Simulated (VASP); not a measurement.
Ni: relaxation of cell and atoms with PBE

Ni:

```xyz
1
Lattice="0.0000 1.7619 1.7619 1.7619 0.0000 1.7619 1.7619 1.7619 0.0000" Properties=species:S:1:pos:R:3 pbc="T T T"
Ni    0.0000    0.0000    0.0000
```

```yaml
Program: VASP 6.6.1
Task: relaxation of cell and atoms
Functional: PBE
Potentials_or_basis: VASP PAW PBE potentials, release 64 (Ni)
Cutoff: 520 eV
k_mesh: 20 × 20 × 20
Occupations: gaussian, width 0.1 eV
Spin: no spin polarisation
Further_INCAR_settings: ALGO = Normal; EDIFF = 1e-07; IBRION = 2; EDIFFG = -0.002; NSW = 80; ISIF = 3
```

```json
{"Relaxed volume": "10.82 Å³/atom", "Relaxed cell": "a = 2.483 Å, b = 2.483 Å, c = 2.483 Å, α = 60.00°, β = 60.00°, γ = 60.00°", "Space group after relaxing (to 0.05 Å)": "Fm-3m (No. 225)", "Energy gained by relaxing": "0.8 meV/atom", "Ionic steps": "3", "Pressure after relaxing": "0.0 GPa", "Band gap on the k mesh": "none (metal or under the smearing width)"}
```

The path:
| step | energy change (eV) | largest force (eV/Å) | pressure (GPa) | volume (Å³) |
| --- | --- | --- | --- | --- |
| 1 | 0.0000 | 0.0000 | -2.06 | 10.94 |
| 2 | -0.0001 | 0.0000 | 1.98 | 10.72 |
| 3 | -0.0008 | 0.0000 | 0.02 | 10.82 |

Final structure:
```yaml
crystal:
  lattice:
    - [0.00000, 1.75559, 1.75559]
    - [1.75559, 0.00000, 1.75559]
    - [1.75559, 1.75559, 0.00000]
  atoms:
    - { symbol: Ni, position: [0.00000, 0.00000, 0.00000] }
```

Levels at points of the mesh, in eV from the Fermi level:
```csv
k point,band 3,band 4,band 5,band 6,band 7,band 8
"(0.00, 0.00, 0.00)",-1.85,-1.85,-0.75,-0.75,23.88,27.86
"(0.50, 0.00, 0.00)",-1.90,-0.14,-0.01,-0.01,6.12,22.38
"(0.50, 0.50, 0.00)",-0.02,0.18,0.18,2.63,9.59,15.08
```

It took 120 s on 1 thread of AMD EPYC 7R43 64-Core Processor (Zen 3), with other jobs on the host, peak memory 0.11 GiB.

Caveat: the run has no spin polarisation, though such a crystal can be magnetic. Spin polarisation is off, so any magnetic state and its effect on volume and gap are missing.
